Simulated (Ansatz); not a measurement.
## BaTiO3 under strain

Theory: DFT PBE, scalar-relativistic, plane waves, PAW (Ansatz). (420 eV cutoff, 8×8×8 k-mesh, Gaussian smearing of 0.02 eV, no spin polarisation)

Starting point, cell and atoms relaxed:

```xyz
5
Lattice="4.0193 0.0000 0.0000 0.0000 4.0193 0.0000 0.0000 0.0000 4.0193" Properties=species:S:1:pos:R:3 pbc="T T T"
Ba    2.0096    2.0096    2.0096
Ti    0.0000    0.0000    0.0000
O     2.0096    0.0000    0.0000
O     0.0000    2.0096    0.0000
O     0.0000    0.0000    2.0096
```

Deformation: uniaxial strain along a, with the lengths of b and c and the atoms relaxed and the angles held, all within the symmetry that the strain leaves. Energies are extrapolated to zero smearing. Gaps are Kohn–Sham gaps over the whole zone.

Spin-orbit coupling is left out, which matters for the bands and energies of heavy elements.

```csv
strain (%),ΔE (meV/atom),a (Å),b (Å),c (Å),gap (eV)
-3.0,9.2,3.899,4.053,4.053,1.73
-2.0,3.9,3.939,4.042,4.042,1.75
-1.0,0.9,3.979,4.030,4.030,1.77
+0.0,0.0,4.019,4.019,4.019,1.78
+1.0,0.9,4.059,4.009,4.009,1.75
+2.0,3.4,4.100,3.999,3.999,1.71
+3.0,7.4,4.140,3.989,3.989,1.68
```

What stiffness (1/V) d²E/dε² at zero strain does a cubic fit over all points give?

A cubic fit gives (1/V) d²E/dε² = 228 GPa at zero strain (Young's modulus along this axis, angles held).

How does the free axis b answer a small strain?

Between the innermost points its strain is -0.27 times the applied one.

How fast does the gap move with strain on either side?

16 meV per percent on the compressed side and -36 meV per percent on the stretched side; it is indirect at -1.0 %, indirect at zero and indirect at +1.0 %.

Symmetry holds off the tilts and polar distortions that many cubic perovskites undergo.